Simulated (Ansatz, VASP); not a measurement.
Two plane-wave programs on Nb2H

```
CELL_PARAMETERS angstrom
4.34816 0.00000 0.00000
0.00000 4.34816 0.00000
0.00000 0.00000 4.34816
ATOMIC_POSITIONS crystal
Nb 0.25000 0.25000 0.75000
Nb 0.75000 0.25000 0.25000
Nb 0.25000 0.75000 0.25000
Nb 0.75000 0.75000 0.75000
H 0.50000 0.50000 0.50000
H 0.00000 0.00000 0.00000
```

Change from the starting cell: species swapped into the Cu2O type (Pn-3m, No. 224).

Alike in both runs: task relaxation of cell and atoms; functional PBE; k mesh 10 × 10 × 10; occupations gaussian, width 0.1 eV; no spin polarisation.

```csv
,VASP,Ansatz
version,VASP 6.6.1,Ansatz 0.2.0
potentials or method,"VASP PAW PBE potentials, release 64 (Nb_sv, H)","scalar-relativistic, plane waves, PAW"
plane-wave cutoff (eV),600,420
valence electrons in the cell,54,54
```

VASP gave:

```
gap on the k mesh at the Fermi level, each at its own relaxed structure (eV) : none
relaxed volume (Å³/atom)                                                     : 13.63
relaxed cell length with the largest relative difference (Å)                 : 4.341
```

Estimate Ansatz's values.

gap on the k mesh at the Fermi level, each at its own relaxed structure (eV): none; relaxed volume (Å³/atom): 13.66; relaxed cell length with the largest relative difference (Å): 4.344.

A gap of «none» marks a metal or a gap that the smearing closes.
